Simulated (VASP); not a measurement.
A run of VASP 6.6.1:

The input INCAR:

```
SYSTEM = AlN
PREC = Accurate
ENCUT = 600
EDIFF = 1E-6
ISMEAR = 0
SIGMA = 0.03
LREAL = .False.
LASPH = .True.
NELM = 80
ALGO = Normal
ISIF = 3
LWAVE = .False.
LCHARG = .False.
GGA = PS
IBRION = 2
NSW = 90
EDIFFG = -0.01
KPAR = 4
```

Contents of KPOINTS:

```
regular mesh
0
Gamma
  12 12 6
  0 0 0
```

Contents of POSCAR:

```
AlN
1.0
    3.1130000000      0.0000000000      0.0000000000
   -1.5565000000      2.6959370820      0.0000000000
    0.0000000000      0.0000000000      4.9810000000
Al N
2 2
Direct
    0.3333333333      0.6666666667      0.0000000000
    0.6666666667      0.3333333333      0.5000000000
    0.3333333333      0.6666666667      0.3800000000
    0.6666666667      0.3333333333      0.8800000000
```

Potentials or basis: VASP PAW PBE potentials, release 64 (Al, N).

The run is started by

```bash
$ cat potpaw_PBE.64/Al/POTCAR potpaw_PBE.64/N/POTCAR > POTCAR
$ mpirun -np 4 vasp_std > vasp.out
```

Hardware: 4 MPI ranks on Intel(R) Xeon(R) Platinum 8488C (Sapphire Rapids) (shared host).

Question: How long does it take, and how much memory?

Answer: Run time: 30 s on 4 MPI ranks on Intel(R) Xeon(R) Platinum 8488C (Sapphire Rapids), with other jobs on the host, peak memory 0.19 GiB a rank. Counts: scf iterations 36, k points 76, ion steps 6.
